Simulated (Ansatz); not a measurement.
## Barrier of one jump, O in C

These are results of DFT PBE+D3(BJ), scalar-relativistic, plane waves, PAW in Ansatz 0.2.0, not measurements. (420 eV cutoff, 4×4×4 k-mesh, Gaussian smearing of 0.10 eV, no spin polarisation)

In a supercell of 32 host sites, interstitial O hops to an equivalent place, moving 0.86 Å between the relaxed ends. Climbing-image nudged elastic band at fixed cell with images 0 (start) to 6 (end), the path measured over all atoms, converged to 0.05 eV/Å; the order of the saddle wasn't checked, and the small cell leaves errors of about a tenth of an eV.

Start:

```yaml
crystal:
  lattice:
    - [0.00000, 0.00000, 7.13485]
    - [1.23237, 6.40358, 3.56743]
    - [-6.16185, 2.13453, 3.56743]
  atoms:
    - { symbol: C, position: [0.99644, 0.33283, 0.66645] }
    - { symbol: C, position: [0.50959, 0.33567, 0.66739] }
    - { symbol: C, position: [0.23716, 0.58371, 0.91706] }
    - { symbol: C, position: [0.76326, 0.57623, 0.91679] }
    - { symbol: C, position: [0.87651, 0.20647, 0.04050] }
    - { symbol: C, position: [0.37886, 0.20973, 0.04096] }
    - { symbol: C, position: [0.12061, 0.45819, 0.29181] }
    - { symbol: C, position: [0.63702, 0.45701, 0.29299] }
    - { symbol: C, position: [0.87954, 0.70904, 0.54027] }
    - { symbol: C, position: [0.37348, 0.70950, 0.54353] }
    - { symbol: C, position: [0.09990, 0.95827, 0.79173] }
    - { symbol: C, position: [0.61009, 0.96270, 0.78729] }
    - { symbol: C, position: [0.98793, 0.83294, 0.16629] }
    - { symbol: C, position: [0.50628, 0.83321, 0.17377] }
    - { symbol: C, position: [0.24572, 0.08354, 0.41718] }
    - { symbol: C, position: [0.76266, 0.08260, 0.41433] }
    - { symbol: C, position: [0.12061, 0.29180, 0.45819] }
    - { symbol: C, position: [0.63705, 0.29299, 0.45702] }
    - { symbol: C, position: [0.37349, 0.54352, 0.70951] }
    - { symbol: C, position: [0.87952, 0.54027, 0.70905] }
    - { symbol: C, position: [0.98792, 0.16629, 0.83295] }
    - { symbol: C, position: [0.50633, 0.17376, 0.83322] }
    - { symbol: C, position: [0.24573, 0.41717, 0.08355] }
    - { symbol: C, position: [0.76262, 0.41432, 0.08261] }
    - { symbol: C, position: [0.99645, 0.66644, 0.33283] }
    - { symbol: C, position: [0.50955, 0.66739, 0.33568] }
    - { symbol: C, position: [0.23715, 0.91705, 0.58371] }
    - { symbol: C, position: [0.76332, 0.91678, 0.57624] }
    - { symbol: C, position: [0.09992, 0.79173, 0.95827] }
    - { symbol: C, position: [0.61004, 0.78728, 0.96271] }
    - { symbol: C, position: [0.37884, 0.04095, 0.20973] }
    - { symbol: C, position: [0.87652, 0.04049, 0.20648] }
    - { symbol: O, position: [0.43514, 0.87503, 0.87496] }
```

Atom 33 jumps to (0.616, -1.067, 1.355) Å.

(1) Give the energy along the band and the structure at its top.

Results:

(1)
```
image path (Å) E − E(0) (eV) O x (Å) O y (Å) O z (Å) force on O (eV/Å)
    0      0.00          0.000    0.616   -1.067    2.213               0.01
    1      0.20          0.147    0.616   -1.067    2.125               1.87
    2      0.40          0.764    0.616   -1.067    1.956               2.58
    3      0.60          1.100    0.616   -1.067    1.784               0.00
    4      0.80          0.764    0.616   -1.067    1.611               2.58
    5      1.00          0.147    0.616   -1.067    1.442               1.87
    6      1.20          0.000    0.616   -1.067    1.355               0.01
```

Barrier 1.10 eV. Image 3:
```yaml
crystal:
  lattice:
    - [0.00000, 0.00000, 7.13485]
    - [1.23237, 6.40358, 3.56743]
    - [-6.16185, 2.13453, 3.56743]
  atoms:
    - { symbol: C, position: [0.99558, 0.33398, 0.66689] }
    - { symbol: C, position: [0.50355, 0.33398, 0.66689] }
    - { symbol: C, position: [0.24314, 0.58105, 0.91686] }
    - { symbol: C, position: [0.75895, 0.58105, 0.91686] }
    - { symbol: C, position: [0.87245, 0.20836, 0.04104] }
    - { symbol: C, position: [0.37814, 0.20836, 0.04104] }
    - { symbol: C, position: [0.12117, 0.45765, 0.29234] }
    - { symbol: C, position: [0.62883, 0.45765, 0.29234] }
    - { symbol: C, position: [0.87755, 0.70896, 0.54164] }
    - { symbol: C, position: [0.37186, 0.70896, 0.54164] }
    - { symbol: C, position: [0.12232, 0.95964, 0.79036] }
    - { symbol: C, position: [0.62768, 0.95964, 0.79036] }
    - { symbol: C, position: [0.99105, 0.83314, 0.16895] }
    - { symbol: C, position: [0.50686, 0.83314, 0.16895] }
    - { symbol: C, position: [0.24645, 0.08311, 0.41602] }
    - { symbol: C, position: [0.75442, 0.08311, 0.41602] }
    - { symbol: C, position: [0.12117, 0.29234, 0.45766] }
    - { symbol: C, position: [0.62883, 0.29234, 0.45766] }
    - { symbol: C, position: [0.37186, 0.54163, 0.70896] }
    - { symbol: C, position: [0.87755, 0.54163, 0.70896] }
    - { symbol: C, position: [0.99105, 0.16894, 0.83315] }
    - { symbol: C, position: [0.50686, 0.16894, 0.83315] }
    - { symbol: C, position: [0.24645, 0.41602, 0.08312] }
    - { symbol: C, position: [0.75442, 0.41602, 0.08312] }
    - { symbol: C, position: [0.99559, 0.66688, 0.33398] }
    - { symbol: C, position: [0.50355, 0.66688, 0.33398] }
    - { symbol: C, position: [0.24314, 0.91685, 0.58105] }
    - { symbol: C, position: [0.75895, 0.91685, 0.58105] }
    - { symbol: C, position: [0.12232, 0.79036, 0.95964] }
    - { symbol: C, position: [0.62769, 0.79036, 0.95964] }
    - { symbol: C, position: [0.37814, 0.04104, 0.20837] }
    - { symbol: C, position: [0.87245, 0.04104, 0.20837] }
    - { symbol: O, position: [0.37500, 0.87501, 0.87499] }
```

Cost: 1 run of about 14 core-minutes, on AMD EPYC 9R45 (Zen 5) (shared hosts).